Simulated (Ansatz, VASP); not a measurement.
Two plane-wave programs on Mo

```
CELL_PARAMETERS angstrom
-1.58381 1.58381 1.58381
1.58381 -1.58381 1.58381
1.58381 1.58381 -1.58381
ATOMIC_POSITIONS crystal
Mo 0.00000 0.00000 0.00000
```

Alike in both runs: task relaxation of cell and atoms; functional PBEsol; k mesh 8 × 8 × 8; occupations gaussian, width 0.1 eV; no spin polarisation.

|  | VASP | Ansatz |
| --- | --- | --- |
| version | VASP 6.6.1 | Ansatz 0.2.0 |
| potentials or method | VASP PAW PBE potentials, release 64 (Mo_sv) | scalar-relativistic, plane waves, PAW |
| plane-wave cutoff (eV) | 600 | 420 |
| valence electrons in the cell | 14 | 14 |

```tsv
	VASP	Ansatz	Ansatz less VASP
gap on the k mesh at the Fermi level, each at its own relaxed structure (eV)	none	none	-
relaxed volume (Å³/atom)	15.40	15.36	-0.041
relaxed cell length with the largest relative difference (Å)	2.715	2.712	-0.0024
energy change over the relaxation (meV/atom)	-14	-15	-1.3
```

A gap of «none» marks a metal or a gap that the smearing closes.

Caveats: the PAW data sets were made with another functional, which shifts forces and pressure a little (VASP).
